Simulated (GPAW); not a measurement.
ZrB2:

```xyz
3
Lattice="3.1700 0.0000 0.0000 -1.5850 2.7453 0.0000 0.0000 0.0000 3.5330" Properties=species:S:1:pos:R:3 pbc="T T T"
Zr    0.0000    0.0000    0.0000
B     1.5850    0.9151    1.7665
B     0.0000    1.8302    1.7665
```

* Program: GPAW 26.7.0
* Task: single point
* Functional: PBE
* Potentials or basis: GPAW PAW data sets (gpaw-data 1.2.1)
* Cutoff: 800 eV
* Basis: pw
* k mesh: 10 × 10 × 8
* Occupations: fermi-dirac, width 0.05 eV
* Spin: no spin polarisation

On this cell: pressure -0.1 GPa; largest force under 0.003 eV/Å; band gap on the k mesh none (metal or under the smearing width).

The same run follows on a disturbed copy (atoms moved at random, drawn with an rms of 0.05 Å):

```
Zr B
1.0
     3.17000    0.00000    0.00000
    -1.58500    2.74530    0.00000
     0.00000    0.00000    3.53300
Zr B
1 2
Direct
  0.00055 0.02110 0.99126
  0.65467 0.33004 0.49578
  0.34214 0.66506 0.51411
```

Task: What does the disturbed cell give?

Result: The energy (extrapolated to zero smearing) moves by +28.4 meV/atom; pressure 0.9 GPa; largest force 1.246 eV/Å; band gap on the k mesh none (metal or under the smearing width).

Forces on the atoms (eV/Å):
```
Zr   0.375 -0.834  0.687
B    0.534  0.396  0.044
B   -0.909  0.437 -0.731
```

Stress tensor (GPa, compression positive):
```
 0.83  0.57  0.44
 0.57  0.56 -0.71
 0.44 -0.71  1.42
```
